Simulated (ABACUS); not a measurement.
Write the native input for ABACUS 3.10.1 that does the following.

```
Task                                          : band structure
Functional                                    : B86bPBE
Potentials or basis                           : Ansatz NC PBE
Cutoff                                        : 1034 eV
Density cutoff                                : 4136 eV
Basis                                         : plane waves
Occupations                                   : fermi-dirac, width 0.05 eV
Spin                                          : no spin polarisation
Radial cutoff of the potentials (pseudo_rcut) : 10 bohr
Threshold of the eigensolver                  : 1e-07 Ry
Density                                       : read from an earlier self-consistent run
Path                                          : G-X-W-K-G-L-U-W-L-K, U-X
Points for each segment of the path           : 10
SCF threshold on the density                  : 1e-08
Max SCF steps                                 : 100
Eigensolver                                   : dav
Mixing                                        : broyden
Mixing share                                  : 0.7
Symmetry key                                  : -1
Bands                                         : 20
```

Au:

```
Au
1.0
     2.87792    0.00000    0.00000
     1.43896    2.49236    0.00000
     1.43896    0.83079    2.34982
Au
1
Direct
  0.00000 0.00000 0.00000
```

One way to write it, as run:

INPUT

```
INPUT_PARAMETERS
suffix              Au
calculation         nscf
basis_type          pw
pseudo_dir          ./
symmetry            -1
dft_functional      GGA_X_B86_MGC+GGA_C_PBE
ecutwfc             76.0
pseudo_rcut         10
nspin               1
nbands              20
ks_solver           dav
smearing_method     fd
smearing_sigma      0.00367493
scf_thr             1e-08
scf_nmax            100
mixing_type         broyden
mixing_beta         0.7
init_chg            file
pw_diag_thr         1e-07
out_band            1
kpar                4
```

STRU

```
ATOMIC_SPECIES
Au 196.9666 Au.upf

LATTICE_CONSTANT
1.8897261246

LATTICE_VECTORS
2.8779246000 0.0000000000 0.0000000000
1.4389623000 2.4923558138 0.0000000000
1.4389623000 0.8307852713 2.3498155961

ATOMIC_POSITIONS
Direct

Au
0.0
1
0.0000000000 0.0000000000 0.0000000000 1 1 1
```

KPT

```
K_POINTS
12
Line
0.00000000 0.00000000 0.00000000 10 // G
0.50000000 0.00000000 0.50000000 10 // X
0.50000000 0.25000000 0.75000000 10 // W
0.37500000 0.37500000 0.75000000 10 // K
0.00000000 0.00000000 0.00000000 10 // G
0.50000000 0.50000000 0.50000000 10 // L
0.62500000 0.25000000 0.62500000 10 // U
0.50000000 0.25000000 0.75000000 10 // W
0.50000000 0.50000000 0.50000000 10 // L
0.37500000 0.37500000 0.75000000 1 // K
0.62500000 0.25000000 0.62500000 10 // U
0.50000000 0.00000000 0.50000000 1 // X
```

Potentials or basis: Ansatz NC PBE, plane waves.

Run with:

```sh
$ OMP_NUM_THREADS=1 mpirun -np 4 abacus > log
```

Wall time 2.4 s on 4 MPI ranks on Intel(R) Xeon(R) Platinum 8488C (Sapphire Rapids), with other jobs on the host, peak memory 0.36 GiB a rank.
